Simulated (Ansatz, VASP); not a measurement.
# NaH: VASP beside Ansatz

File POSCAR:

```
NaH
1.0
    0.0000000000      2.4400000000      2.4400000000
    2.4400000000      0.0000000000      2.4400000000
    2.4400000000      2.4400000000      0.0000000000
Na H
1 1
Direct
    0.0000000000      0.0000000000     -0.0289797861
    0.5000000000      0.5000000000      0.5000000000
```

Contents of INCAR.step1:

```
PREC = Accurate
ENCUT = 520
ISMEAR = 0
SIGMA = 0.05
LREAL = F
LASPH = T
NELM = 100
NBANDS = 11
GGA = PE
ALGO = Normal
EDIFF = 1E-4
LWAVE = T
LCHARG = F
```

INCAR.step2

```
PREC = Accurate
ENCUT = 520
EDIFF = 1E-7
ISMEAR = 0
SIGMA = 0.05
LREAL = F
LASPH = T
NELM = 100
ALGO = Normal
ISIF = 2
LWAVE = F
LCHARG = T
METAGGA = R2SCAN
LMIXTAU = T
LELF = T
LVHAR = T
NBANDS = 11
ISTART = 1
```

Contents of KPOINTS:

```
regular mesh
0
Gamma
  8 8 8
```

Input for Ansatz:

```yaml
crystal:
  lattice:
    - [0.0, 2.44, 2.44]
    - [2.44, 0.0, 2.44]
    - [2.44, 2.44, 0.0]
  atoms:
    - { symbol: Na, position: [0.0, 0.0, -0.0289797861] }
    - { symbol: H, position: [0.5, 0.5, 0.5] }
basis:
  ecutwfc: 500
kpoints:
  mp_grid: { grid: [8, 8, 8] }
hamiltonian:
  xc: r2scan
scf:
  occupations: { method: gaussian, width: 0.05 }
output:
  forces: true
  stress: true
  eigenvalues: true
```

Change from the starting cell: all Na atoms moved -0.100 Å, as atom 1 along Cartesian [1 1 0].

Alike in both runs: task single point; functional r2SCAN; k mesh 8 × 8 × 8; occupations gaussian, width 0.05 eV; no spin polarisation.

|  | VASP | Ansatz |
| --- | --- | --- |
| version | VASP 6.6.1 | Ansatz 0.2.0 |
| potentials or method | VASP PAW PBE potentials, release 64 (Na_pv, H) | scalar-relativistic, plane waves, PAW |
| plane-wave cutoff (eV) | 520 | 500 |
| valence electrons in the cell | 8 | 10 |

VASP gave:

```
gap on the k mesh at the Fermi level (eV)       : 4.31
least direct gap on the mesh (eV)               : 5.13
pressure (GPa)                                  : -1.3
largest component of the traceless stress (GPa) : 0.17
rms of the force components (eV/Å)              : 0.051
```

Estimate Ansatz's values.

gap on the k mesh at the Fermi level (eV): 4.30; least direct gap on the mesh (eV): 5.14; pressure (GPa): -1.1; largest component of the traceless stress (GPa): 0.10; rms of the force components (eV/Å): 0.049.

Atom by atom the forces differ by 0.002 eV/Å (rms over components). With one functional, cell and mesh, what is left measures potentials, basis and numerics. The two sets of potentials don't hold the same shells in valence.

Caveats: the PAW data sets were made with another functional, which shifts forces and pressure a little (VASP). A k mesh can miss the band edges.
